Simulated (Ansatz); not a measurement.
Ta:

```
Ta
1.0
    -1.65128    1.65128    1.65128
     1.65128   -1.65128    1.65128
     1.65128    1.65128   -1.65128
Ta
1
Direct
  0.00000 0.00000 0.00000
```

| Quantity | Value |
| --- | --- |
| Program | Ansatz 0.2.0 |
| Task | single point |
| Functional | PBE |
| Potentials or basis | Ansatz PAW |
| Cutoff | 420 eV (not typed: the program's choice for these potentials) |
| k mesh | 11 × 11 × 11 |
| Occupations | fermi-dirac, width 0.05 eV |
| Spin | no spin polarisation |

On this cell: pressure 2.6 GPa; band gap on the k mesh none (metal or under the smearing width).

The same run follows on a disturbed copy (cell strained at random at fixed volume):

```
Ta
1.0
    -1.62073    1.65465    1.62924
     1.69780   -1.62617    1.67783
     1.62244    1.62787   -1.60076
Ta
1
Direct
  0.00191 0.97643 0.99590
```

**Question.** What does the disturbed cell give?

**Answer.** The energy (extrapolated to zero smearing) moves by +14.9 meV/atom; pressure 3.0 GPa; band gap on the k mesh none (metal or under the smearing width).

Stress tensor (GPa, compression positive):
```
 2.41 -0.25 -4.40
-0.25  3.70 -1.49
-4.40 -1.49  2.85
```
